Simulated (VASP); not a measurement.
# Ru (P6_3/mmc) in VASP: settings compared, part 2 of 2

VASP 6.6.1. Earlier steps stand in the parts before.

## (5) Single point, HSE06

POSCAR

```
Ru                                      
1.0
    2.7189980579     -0.0000000000      0.0000000000
   -1.3594990290      2.3547213910     -0.0000000000
   -0.0000000000      0.0000000000      4.2967676148
  Ru            
     2
Direct
     0.3333333332999970    0.6666666667000030    0.2500000000000000
     0.6666666667000030    0.3333333332999970    0.7500000000000000
```

INCAR.step1

```
ALGO     = Normal         # electronic algorithm
EDIFF    = 1E-5           # SCF threshold, eV
ENCUT    = 450            # plane-wave cutoff, eV
GGA      = PE             # functional
ISIF     = 2              # what is computed and relaxed
ISMEAR   = 1              # smearing method
KPAR     = 4            
LASPH    = True           # aspherical terms in the spheres
LREAL    = False          # projectors in reciprocal space
LWAVE    = True           # write WAVECAR
NBANDS   = 21             # bands
NELM     = 120            # most SCF steps
PREC     = Accurate       # precision mode
SIGMA    = 0.1            # smearing width, eV
```

INCAR.step2

```
ALGO     = Normal         # electronic algorithm
EDIFF    = 1E-6           # SCF threshold, eV
ENCUT    = 450            # plane-wave cutoff, eV
GGA      = PE             # functional
HFSCREEN = 0.2            # screening, 1/A
ISIF     = 2              # what is computed and relaxed
ISMEAR   = 1              # smearing method
ISTART   = 1            
KPAR     = 4            
LASPH    = True           # aspherical terms in the spheres
LCHARG   = False          # write CHGCAR
LHFCALC  = True           # exact exchange
LREAL    = False          # projectors in reciprocal space
LWAVE    = False          # write WAVECAR
NBANDS   = 21             # bands
NELM     = 120            # most SCF steps
PREC     = Accurate       # precision mode
PRECFOCK = Fast         
SIGMA    = 0.1            # smearing width, eV
```

KPOINTS

```
k-points
0
Gamma
  10 10 6
```

Potentials or basis: VASP PAW PBE potentials, release 64 (Ru_pv).

Command:

```bash
cat potpaw_PBE.64/Ru_pv/POTCAR > POTCAR
cp INCAR.step1 INCAR
mpirun -np 4 vasp_std > vasp.out
cp INCAR.step2 INCAR
mpirun -np 4 vasp_std > vasp.out
```

OUTCAR:

```text
EDIFF = 1E-6
   ENCUT = 450
   GGA = PE
   HFSCREEN = 0.2
   ISIF = 2
   ISMEAR = 1
   ISTART = 1
   LASPH = True
   LHFCALC = True
   LREAL = False
   NELM = 120
   PREC = Accurate
   PRECFOCK = Fast

 ion  position               nearest neighbor table
   1  0.333  0.667  0.250-   2 2.66   2 2.66   2 2.66   2 2.66   2 2.66   2 2.66
   2  0.667  0.333  0.750-   1 2.66   1 2.66   1 2.66   1 2.66   1 2.66   1 2.66

  LATTYP: Found a hexagonal cell.
 ALAT       =     2.7189980579
 C/A-ratio  =     1.5802760882

  Lattice vectors:

 A1 = (   2.7189980579,   0.0000000000,   0.0000000000)
 A2 = (  -1.3594990290,   2.3547213910,   0.0000000000)
 A3 = (   0.0000000000,   0.0000000000,   4.2967676148)

Analysis of symmetry for initial positions (statically):
=====================================================================
 Subroutine PRICEL returns:
 Original cell was already a primitive cell.

 Routine SETGRP: Setting up the symmetry group for a
[... 173 lines left out ...]
  ext. energy  EPLUGINS =         0.00000000
  ---------------------------------------------------
  free energy    TOTEN  =       -21.68300587 eV

  energy without entropy =      -21.68266490  energy(sigma->0) =      -21.68289221

 E-fermi :  12.3270     XC(G=0): -11.3981

 val. band max:       12.2917219402   @ k =   0.3000   0.0000   0.1667
 cond. band min:      12.3678859793   @ k =   0.3000   0.1000   0.1667
 fundamental gap:      0.0761640392
 Fermi energy:        12.3269705829

 k-point     1 :       0.0000    0.0000    0.0000
  band No.  band energies     occupation
      1     -34.5024      2.00000
      2     -33.4540      2.00000
      3     -33.4540      2.00000
      4     -33.2595      2.00000
      5     -33.2595      2.00000
      6     -33.2220      2.00000
[... 565 lines left out ...]
     20      25.9771      0.00000
     21      26.5846      0.00000

 [... further k-points ...]

------------------------ aborting loop because EDIFF is reached ----------------------------------------

  FORCE on cell =-STRESS in cart. coord.  units (eV):
  Direction    XX          YY          ZZ          XY          YZ          ZX
  --------------------------------------------------------------------------------------
  -------------------------------------------------------------------------------------
  Total       -1.8235557     -1.8235557     -3.1925852      0.0000000     -0.0000000      0.0000000
  in kB     -106.2036193   -106.2036193   -185.9357001      0.0000000     -0.0000000      0.0000000
  external PRESSURE =    -132.7809795 kB  Pullay stress =       0.0000000 kB

 VOLUME and BASIS-vectors are now :
 -----------------------------------------------------------------------------
  energy-cutoff  :      450.00
  volume of cell :       27.51
      direct lattice vectors                 reciprocal lattice vectors
     2.718998058  0.000000000  0.000000000     0.367782536  0.212339346  0.000000000
    -1.359499029  2.354721391  0.000000000     0.000000000  0.424678692  0.000000000
     0.000000000  0.000000000  4.296767615     0.000000000  0.000000000  0.232733089

 POSITION                                       TOTAL-FORCE (eV/Angst)
 -----------------------------------------------------------------------------------
     -0.00000      1.56981      1.07419        -0.000000     -0.000000     -0.000000
      1.35950      0.78491      3.22258         0.000000      0.000000      0.000000
 -----------------------------------------------------------------------------------
    total drift:                                0.000000      0.000000     -0.000000

  FREE ENERGIE OF THE ION-ELECTRON SYSTEM (eV)
  ---------------------------------------------------
  free  energy   TOTEN  =       -21.6830058709 eV

  energy  without entropy=      -21.6826648978  energy(sigma->0) =      -21.68289221
```

OUTCAR.step1:

```text
EDIFF = 1E-5
   ENCUT = 450
   GGA = PE
   ISIF = 2
   ISMEAR = 1
[... 802 lines left out ...]
 -----------------------------------------------------------------------------------
     -0.00000      1.56981      1.07419        -0.000000     -0.000000      0.000000
      1.35950      0.78491      3.22258         0.000000      0.000000      0.000000
 -----------------------------------------------------------------------------------
    total drift:                               -0.000000      0.000000     -0.000000

  FREE ENERGIE OF THE ION-ELECTRON SYSTEM (eV)
  ---------------------------------------------------
  free  energy   TOTEN  =       -18.4479583585 eV

  energy  without entropy=      -18.4468116595  energy(sigma->0) =      -18.44757613
```

OSZICAR.step1:

```text
N       E                     dE             d eps       ncg     rms          rms(c)
DAV:   1     0.262780027511E+03    0.26278E+03   -0.16202E+04  2352   0.133E+03
DAV:   2    -0.145584294309E+02   -0.27734E+03   -0.26813E+03  2407   0.418E+02
DAV:   3    -0.197682650711E+02   -0.52098E+01   -0.51831E+01  2777   0.644E+01
DAV:   4    -0.198076785001E+02   -0.39413E-01   -0.39375E-01  2943   0.536E+00
DAV:   5    -0.198081395441E+02   -0.46104E-03   -0.45582E-03  2739   0.505E-01    0.172E+01
DAV:   6    -0.185273826385E+02    0.12808E+01   -0.30773E+00  2692   0.167E+01    0.446E+00
DAV:   7    -0.184553143678E+02    0.72068E-01   -0.37479E-01  2727   0.451E+00    0.105E+00
DAV:   8    -0.184480119011E+02    0.73025E-02   -0.16471E-02  2540   0.101E+00    0.210E-01
DAV:   9    -0.184479488105E+02    0.63091E-04   -0.50205E-04  2707   0.233E-01    0.347E-02
DAV:  10    -0.184479583585E+02   -0.95479E-05   -0.29062E-05  2475   0.554E-02
   1 F= -.18447958E+02 E0= -.18447576E+02  d E =-.114670E-02
```

It took 25 min on 4 MPI ranks of Intel Xeon 6975P-C (Granite Rapids), shared host; peak memory 0.25 GiB.

What came out:

| Property | Result |
| --- | --- |
| Free energy | -21.6830 eV |
| Pressure | -13.3 GPa |
| Band gap on the k mesh | none (metal or under the smearing width) |

Levels at points of the mesh, in eV from the Fermi level:
```
           k point  band 11  band 12  band 13  band 14  band 15  band 16  band 17  band 18
(0.00, 0.00, 0.00)    -2.89    -2.41    -2.41    -1.89    -1.89     1.32     1.36     1.36
(0.50, 0.00, 0.00)    -2.53    -2.08    -1.85     1.66     2.12     2.16     4.59     6.82
(0.00, 0.00, 0.50)    -3.40    -3.40    -3.12    -3.12     0.56     0.56     0.56     0.56
(0.50, 0.00, 0.50)    -1.41    -1.41     0.47     0.47     1.93     1.93     3.78     3.78
```

Caveat: the PAW data sets were made with another functional, which shifts forces and pressure a little.

## (6) Single point, PBE0

POSCAR is that of step 5.

INCAR.step1 is that of step 5.

Changes to INCAR.step2 since step 5:

```diff
@@ -1 +1,2 @@
+AEXX     = 0.25           # exact-exchange fraction
 ALGO     = Normal         # electronic algorithm
@@ -4,3 +5,3 @@
 GGA      = PE             # functional
-HFSCREEN = 0.2            # screening, 1/A
+HFRCUT   = -1           
 ISIF     = 2              # what is computed and relaxed
```

KPOINTS is that of step 5.

Potentials or basis: VASP PAW PBE potentials, release 64 (Ru_pv).

Command:

```bash
cat potpaw_PBE.64/Ru_pv/POTCAR > POTCAR
cp INCAR.step1 INCAR
mpirun -np 4 vasp_std > vasp.out
cp INCAR.step2 INCAR
mpirun -np 4 vasp_std > vasp.out
```

It took 28 min on 4 MPI ranks of Intel Xeon 6975P-C (Granite Rapids), shared host; peak memory 0.17 GiB.

It converged, with:

- Free energy: -23.5579 eV
- Pressure: -13.4 GPa
- Band gap on the k mesh: none (metal or under the smearing width)

Stress tensor (GPa, compression positive):
```
-10.47   0.00   0.00
  0.00 -10.47   0.00
  0.00   0.00 -19.30
```

Levels at points of the mesh, in eV from the Fermi level:
| k point | band 12 | band 13 | band 14 | band 15 | band 16 | band 17 |
| --- | --- | --- | --- | --- | --- | --- |
| (0.00, 0.00, 0.00) | -2.92 | -2.92 | -2.42 | -2.42 | 1.40 | 1.54 |
| (0.50, 0.00, 0.00) | -2.52 | -2.30 | 1.89 | 2.37 | 2.39 | 4.88 |
| (0.00, 0.00, 0.50) | -3.90 | -3.58 | -3.58 | 0.72 | 0.72 | 0.72 |
| (0.50, 0.00, 0.50) | -1.81 | 0.48 | 0.48 | 2.13 | 2.13 | 3.98 |

Caveat: the PAW data sets were made with another functional, which shifts forces and pressure a little.

## (7) Overview

| level | k mesh | grid for exact exchange (PRECFOCK) | screening parameter | exchange at q = 0 | gap on the mesh (eV) | pressure (GPa) |
| --- | --- | --- | --- | --- | --- | --- |
| PBE | 18 × 18 × 10 | - | - | - | none | 0.0 |
| PBEsol | 18 × 18 × 10 | - | - | - | none | -10.6 |
| r2SCAN | 18 × 18 × 10 | - | - | - | none | -5.1 |
| HSE06 | 10 × 10 × 6 | Fast | 0.2 1/A | - | none | -13.3 |
| PBE0 | 10 × 10 × 6 | Fast | - | truncated | none | -13.4 |

Alike in all rows: task single point; potentials or basis VASP PAW PBE potentials, release 64 (Ru_pv); no spin polarisation; cell as given; cutoff (eV) 450; smearing methfessel-paxton 0.1 eV.

Every run on the cell as given and a fine mesh finds a metal. The pressure there spans -13.4 GPa (PBE0) to 0.0 GPa (PBE); a positive pressure means that this level wants a larger cell, a negative one a smaller.

Caveats: the PAW data sets were made with another functional, which shifts forces and pressure a little (some runs).

Absolute energies hang on the potentials; compare differences alone.
